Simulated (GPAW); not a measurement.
**Ti: single point with PBE**

Ti:

```
CELL_PARAMETERS angstrom
3.28200 0.00000 0.00000
0.00000 3.28200 0.00000
0.00000 0.00000 3.28200
ATOMIC_POSITIONS crystal
Ti 0.00000 0.00000 0.00000
Ti 0.50000 0.50000 0.50000
```

This isn't the form of Ti at room conditions, which is hcp.

| Quantity | Value |
| --- | --- |
| Program | GPAW 26.7.0 |
| Task | single point |
| Functional | PBE |
| Potentials or basis | PAW data sets generated in the run's folder for this functional |
| Cutoff | 450 eV |
| Basis | pw |
| k mesh | 7 × 7 × 7 |
| Occupations | fermi-dirac, width 0.05 eV |
| Spin | no spin polarisation |
| Maxiter | 120 |
| Convergence | default |

```yaml
Pressure: -2.4 GPa
Band_gap_on_the_k_mesh: none (metal or under the smearing width)
```

Levels at points of the mesh, in eV from the Fermi level:
| k point | band 9 | band 10 | band 11 | band 12 | band 13 | band 14 |
| --- | --- | --- | --- | --- | --- | --- |
| (0.00, 0.00, 0.00) | -5.88 | -2.05 | -2.05 | 0.97 | 0.97 | 0.97 |

It took 10 s on 1 thread of Arm Neoverse V1, on a shared host, peak memory 0.14 GiB.

Caveat: the cutoff is short for stress and forces, so pressures can be off by a GPa or more.
